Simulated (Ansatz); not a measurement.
Zincblende ZnS, relaxed with r2SCAN in the plane-wave code Ansatz: the symmetry is F-43m (No. 216, cubic); conventional cell a = 5.388 Å, 19.55 Å³ an atom. Zn is surrounded by 4 S at 2.33 Å; S is surrounded by 4 Zn at 2.33 Å. It was then strained (epitaxial in the plane normal to [111]), atoms relaxed again within the symmetry left. Unstrained, HSE06 gives 3.378 eV (Γ, 6×6×6 mesh), and the band edges keep their places in every row. The normal direction was relaxed to zero stress. Only one sign of strain is shown, since it lowers the symmetry, and equivalent edge states can then move with another slope on the other side. Stress is positive in compression. No spin polarisation and no zero-point or thermal motion.

Axes as in this cell:
```
CELL_PARAMETERS angstrom
0.00000 2.69409 2.69409
2.69409 0.00000 2.69409
2.69409 2.69409 0.00000
ATOMIC_POSITIONS crystal
Zn 0.00000 0.00000 0.00000
S 0.25000 0.25000 0.25000
```

```
strain (%)        ε  ΔE_g, HSE06 (eV)  Δin-plane stress (σ_xx − σ_xy), r2SCAN (GPa)
      +0.5  +0.0050            -0.064                                         -0.83
     +0.88  +0.0088            -0.112                                         -1.41
      +2.0  +0.0200            -0.254                                         -3.09
      +4.0  +0.0400            -0.497                                         -5.74
```

Fit ΔE_g = a x + b x² to these rows by least squares, with x = ε.
The normal equations take Σx² = 2.102e-03, Σx³ = 7.281e-05, Σx⁴ = 2.727e-06, ΣxΔE = -2.627e-02 and Σx²ΔE = -9.071e-04, and give a = -12.91 eV, b = +12.1 eV; the largest residual is 0.001 eV.

Fit the change of in-plane stress (σ_xx − σ_xy) in the same way.
Δin-plane stress (σ_xx − σ_xy) = -165.8 x + (558) x² GPa. The slope, 166 GPa, is the biaxial modulus of the film.

Predict the withheld row at +3.0 % (x = +0.0300).
ΔE_g ≈ -12.91 × (+0.0300) + (12.1) × (+0.0300)² = -0.376 eV, and Δin-plane stress (σ_xx − σ_xy) ≈ -4.47 GPa. The runs give -0.378 eV and -4.46 GPa, off by -0.002 eV and +0.01 GPa.
